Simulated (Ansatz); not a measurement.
The system is TiSi2.

```
CELL_PARAMETERS angstrom
0.00000 4.11752 4.26290
2.38951 0.00000 4.26290
2.38951 4.11752 0.00000
ATOMIC_POSITIONS crystal
Ti 0.75000 0.75000 0.75000
Ti 0.50000 0.50000 0.50000
Si 0.41257 0.08743 0.41257
Si 0.08743 0.41257 0.08743
Si 0.16257 0.83743 0.16257
Si 0.83743 0.16257 0.83743
```

The cell is a database's computed one.

Base run:

* Program: Ansatz 0.2.0
* Functional: PBE
* Potentials or basis: Ansatz PAW
* Cutoff: 420 eV (not typed: the program's choice for these potentials)
* k mesh: 7 × 7 × 7
* Occupations: fermi-dirac, width 0.05 eV
* Spin: no spin polarisation
* Hubbard terms: Ti d U = 8 eV

Its results: band gap on the k mesh none (metal or under the smearing width); pressure 11.5 GPa; largest force 0.257 eV/Å.

**Question.** The run is repeated on the same cell with these changes: hubbard terms from Ti d U = 8 eV to Ti d U = 3 eV. What comes out?

**Answer.** Band gap on the k mesh none (metal or under the smearing width); pressure 4.5 GPa; largest force 0.067 eV/Å.

Caveats: U without spin polarisation on a metal has little footing; the U is typed as a test and isn't derived for this compound.
